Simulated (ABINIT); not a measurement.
C:

```
CELL_PARAMETERS angstrom
0.00000 1.78337 1.78337
1.78337 0.00000 1.78337
1.78337 1.78337 0.00000
ATOMIC_POSITIONS crystal
C 0.75000 0.75000 0.75000
C 0.50000 0.50000 0.50000
```

This isn't the form of C at room conditions, which is graphite.

Base run:

```yaml
Program: ABINIT 10.8.3 (patched build)
Functional: r2SCAN
Potentials_or_basis: JTH PAW PBE v2.0
Cutoff: 626 eV
k_mesh: 13 × 13 × 13
Occupations: fermi-dirac, width 0.05 eV
Spin: no spin polarisation
```

Its results: band gap on the k mesh 4.33 eV, indirect (least direct gap 5.87 eV); pressure 0.6 GPa.

Problem. After a change of settings the same cell gave: band gap on the k mesh 4.19 eV, indirect (least direct gap 5.62 eV); pressure 0.7 GPa. Which change was it?
A. functional from r2SCAN to WC
B. functional from r2SCAN to PBEsol
C. functional from r2SCAN to revPBE
D. functional from r2SCAN to PW91

Solution. D.

r2SCAN gives the wider gap, since meta-GGAs in the generalised Kohn-Sham scheme recover part of the derivative discontinuity.

Caveats: the PAW data sets were made with another functional, which shifts forces and pressure a little; an odd mesh through Γ misses points on the zone boundary, where band edges often lie; the atomic spheres overlap.
